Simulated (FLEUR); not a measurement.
## Mn: equation of state with PBEsol

Mn:

```
CELL_PARAMETERS angstrom
2.48365 0.00000 0.00000
-1.24182 2.15090 0.00000
0.00000 0.00000 4.02620
ATOMIC_POSITIONS crystal
Mn 0.33333 0.66667 0.25000
Mn 0.66667 0.33333 0.75000
```

This isn't the form of Mn at room conditions, which is a 58-atom cubic cell.

| Item | Value |
| --- | --- |
| Program | FLEUR MaX-R8.1 (later development tree) |
| Task | equation of state |
| Functional | PBEsol |
| Potentials or basis | all-electron |
| Basis | FLAPW |
| Kmax | 4.67 1/bohr |
| k mesh | 12 × 12 × 7 |
| Occupations | fermi-dirac, width 0.05 eV |
| Spin | collinear spin, program default start |

- Equilibrium volume: 10.32 Å³/atom
- Bulk modulus at fixed shape and positions: 311 GPa
- Pressure derivative of the bulk modulus: 4.5

Energy against volume, from the lowest point:
```
volume (Å³/atom)  energy (meV/atom)
          10.109               4.53
          10.324               0.00
          10.539               4.21
          10.754              16.14
          10.969              35.11
          11.184              60.18
          11.399              90.86
```

Caveat: the cell was scaled at fixed shape and fractional positions, which overstates the stiffness of a crystal with free parameters, most of all of layers and chains.
